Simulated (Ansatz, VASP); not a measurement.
Given: the input of a run of Ansatz 0.2.0 on Cs.

Contents of input.yaml:

```yaml
crystal:
  lattice:
    - [-2.7862648135, 2.7862648135, 4.1511562023]
    - [2.7862648135, -2.7862648135, 4.1511562023]
    - [2.7862648135, 2.7862648135, -4.1511562023]
  atoms:
    - { symbol: Cs, position: [0.0, 0.0, 0.0] }
hamiltonian:
  xc: pbe
  pseudopotentials: { kind: paw }
kpoints:
  mp_grid: { grid: [7, 7, 7] }
scf:
  occupations: { method: fermi_dirac, width: 0.05 }
output:
  forces: true
  stress: true
  eigenvalues: true
```

Potentials or basis: Ansatz PAW.

Launch:

```sh
$ ansatz run input.yaml --threads 2 --pin off --max-ram 5120MiB --backend cpu --events-out ev --progress --plain --runs-dir out
```

Translate it to VASP 6.6.1. Potentials there: VASP PAW PBE potentials, release 64 (Cs_sv).

As run (the cutoff follows the program's own potentials):

INCAR

```
PREC = Accurate
ENCUT = 520
EDIFF = 1E-7
ISMEAR = -1
SIGMA = 0.05
LREAL = F
LASPH = T
NELM = 100
ALGO = Normal
ISIF = 2
LWAVE = F
LCHARG = F
GGA = PE
NBANDS = 10
```

KPOINTS

```
Automatic mesh
0
Gamma
  7 7 7
```

POSCAR

```
Cs
1.0
   -2.7862648135      2.7862648135      4.1511562023
    2.7862648135     -2.7862648135      4.1511562023
    2.7862648135      2.7862648135     -4.1511562023
Cs
1
Direct
    0.0000000000      0.0000000000      0.0000000000
```

Potentials or basis: VASP PAW PBE potentials, release 64 (Cs_sv).

The run is started by

```sh
$ cat potpaw_PBE.64/Cs_sv/POTCAR > POTCAR
$ mpirun -np 1 vasp_std > vasp.out
```

Both were run:

|  | VASP | Ansatz | Ansatz less VASP |
| --- | --- | --- | --- |
| gap on the k mesh at the Fermi level (eV) | none | none | - |
| pressure (GPa) | -0.2 | -0.2 | +0.01 |

A gap of «none» marks a metal or a gap that the smearing closes.

The runs have no spin-orbit coupling, so splittings on Cs are missing.
